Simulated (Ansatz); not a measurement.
Stackings of close-packed layers of InP (capitals for In, lower case for the other element), each relaxed to a stress under 0.05 GPa; energies count from the stacking AcBaCb (R-3m).

Computed with Ansatz 0.2.0, DFT PBE, scalar-relativistic, plane waves, PAW.

Cutoff 420 eV, Gaussian smearing of 0.10 eV, energies at zero smearing, symmetry of each start kept, no spin polarisation.

```json
{"start": "AbAc", "atoms": "4", "k mesh": "12×12×6", "excess energy (meV/atom)": "57.1", "excess energy on a denser mesh (meV/atom)": "59.7", "spacing of like layers (Å)": "3.308", "a (Å)": "3.884", "gap on the mesh (eV)": "0", "denser mesh": "21×21×12"}
{"start": "AcBaCbAbCbAbCb", "atoms": "14", "k mesh": "12×12×2", "excess energy (meV/atom)": "58.7", "excess energy on a denser mesh (meV/atom)": "60.3", "spacing of like layers (Å)": "3.197", "a (Å)": "3.965", "gap on the mesh (eV)": "0", "denser mesh": "21×21×4"}
```

Small energy differences in metals hang on the k mesh (about 10 mJ/m² or 1 to 2 meV/atom on the mesh of the relaxation).

The reference crystal is a form of InP, which isn't its usual structure.